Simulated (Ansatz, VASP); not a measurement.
## Ge: VASP beside Ansatz

File INCAR:

```
SYSTEM = Ge
PREC = Accurate ; ENCUT = 520
EDIFF = 1E-7 ; ISMEAR = 0
SIGMA = 0.15 ; LREAL = .FALSE.
LASPH = .TRUE. ; NELM = 60
ALGO = Normal ; ISIF = 2
LWAVE = .FALSE. ; LCHARG = .TRUE.
GGA = PE ; IVDW = 12
LELF = .TRUE. ; LVHAR = .TRUE.
NBANDS = 13
```

KPOINTS

```
Automatic mesh
0
G
  20 20 20
  0 0 0
```

Contents of POSCAR:

```
Ge
1.0
    0.0000000000      2.0354097092      2.0354097092
    2.0354097092      0.0000000000      2.0354097092
    2.0354097092      2.0354097092      0.0000000000
Ge
1
Direct
    0.0000000000      0.0000000000      0.0000000000
```

Input for Ansatz:

```yaml
crystal:
  lattice:
    - [0.0, 2.0354097092, 2.0354097092]
    - [2.0354097092, 0.0, 2.0354097092]
    - [2.0354097092, 2.0354097092, 0.0]
  atoms:
    - { symbol: Ge, position: [0.0, 0.0, 0.0] }
basis:
  ecutwfc: 420
kpoints:
  mp_grid: { grid: [20, 20, 20] }
hamiltonian:
  xc: pbe
  dispersion: d3bj
scf:
  occupations: { method: gaussian, width: 0.15 }
output:
  forces: true
  stress: true
  eigenvalues: true
```

Change from the starting cell: strain -0.030 along x and y, -0.030 along z, atoms carried along.

Alike in both runs: task single point; functional PBE; dispersion D3(BJ); k mesh 20 × 20 × 20; occupations gaussian, width 0.15 eV; no spin polarisation.

```csv
,VASP,Ansatz
version,VASP 6.6.1,Ansatz 0.2.0
potentials or method,"VASP PAW PBE potentials, release 64 (Ge_d)","scalar-relativistic, plane waves, PAW"
plane-wave cutoff (eV),520,420
valence electrons in the cell,14,14
```

Ansatz gave:

* gap on the k mesh at the Fermi level (eV): none
* pressure (GPa): 8.9

Estimate VASP's values.

gap on the k mesh at the Fermi level (eV): none; pressure (GPa): 9.0.

A gap of «none» marks a metal or a gap that the smearing closes.

Caveats: pairwise dispersion overbinds metals, which lowers pressure and volume.
